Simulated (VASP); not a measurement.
Wanted: the native input for a VASP 6.6.1 run.

* Task: band structure
* Functional: PBE
* Potentials or basis: VASP PAW PBE potentials, release 64 (Mo_sv, S)
* Cutoff: 520 eV
* k mesh: 10 × 10 × 3
* Occupations: fermi-dirac, width 0.05 eV
* Spin: no spin polarisation
* Further INCAR settings: ALGO = Normal; EDIFF = 1e-06; NBANDS = 35

The structure of MoS2 lies in POSCAR:

```
MoS2
1.0
    3.1690000000      0.0000000000      0.0000000000
   -1.5845000000      2.7444345046      0.0000000000
    0.0000000000      0.0000000000     12.3240000000
Mo S
2 4
Direct
    0.6666666667      0.3333333333      0.7500000000
    0.3333333333      0.6666666667      0.2500000000
    0.6666666667      0.3333333333      0.3770000000
    0.3333333333      0.6666666667      0.8770000000
    0.6666666667      0.3333333333      0.1230000000
    0.3333333333      0.6666666667      0.6230000000
```

One way to write it, as run:

INCAR

```
SYSTEM = MoS2
PREC = Accurate
ENCUT = 520
EDIFF = 1E-6
ISMEAR = -1
SIGMA = 0.05
LREAL = .False.
LASPH = .True.
NELM = 80
ALGO = Normal
ISIF = 2
LWAVE = .False.
LCHARG = .False.
LMAXMIX = 4
GGA = PE
NBANDS = 35
```

KPOINTS

```
Automatic mesh
0
Gamma
  10 10 3
  0 0 0
```

KPOINTS_OPT

```
path GMKGALHA,LM,KH
10
line-mode
reciprocal
 0.0000000000  0.0000000000  0.0000000000  G
 0.5000000000  0.0000000000  0.0000000000  M

 0.5000000000  0.0000000000  0.0000000000  M
 0.3333333333  0.3333333333  0.0000000000  K

 0.3333333333  0.3333333333  0.0000000000  K
 0.0000000000  0.0000000000  0.0000000000  G

 0.0000000000  0.0000000000  0.0000000000  G
 0.0000000000  0.0000000000  0.5000000000  A

 0.0000000000  0.0000000000  0.5000000000  A
 0.5000000000  0.0000000000  0.5000000000  L

 0.5000000000  0.0000000000  0.5000000000  L
 0.3333333333  0.3333333333  0.5000000000  H

 0.3333333333  0.3333333333  0.5000000000  H
 0.0000000000  0.0000000000  0.5000000000  A

 0.5000000000  0.0000000000  0.5000000000  L
 0.5000000000  0.0000000000  0.0000000000  M

 0.3333333333  0.3333333333  0.0000000000  K
 0.3333333333  0.3333333333  0.5000000000  H
```

Potentials or basis: VASP PAW PBE potentials, release 64 (Mo_sv, S).

The run is started by

```bash
$ cat potpaw_PBE.64/Mo_sv/POTCAR potpaw_PBE.64/S/POTCAR > POTCAR
$ mpirun -np 1 vasp_std > vasp.out
```

It gave:

```
Pressure                : 1.8 GPa
Largest force           : 0.078 eV/Å
Band gap on the k mesh  : 0.94 eV, indirect (least direct gap 1.87 eV)
Band gap along the path : 0.89 eV, indirect (least direct gap 1.66 eV)
```

Caveat: this functional lacks dispersion, which binds the layers, so the pressure and a relaxed spacing across them are unreliable.

Wall time 88 s on 1 thread of Intel(R) Xeon(R) 6975P-C (Granite Rapids), with other jobs on the host, peak memory 0.31 GiB.
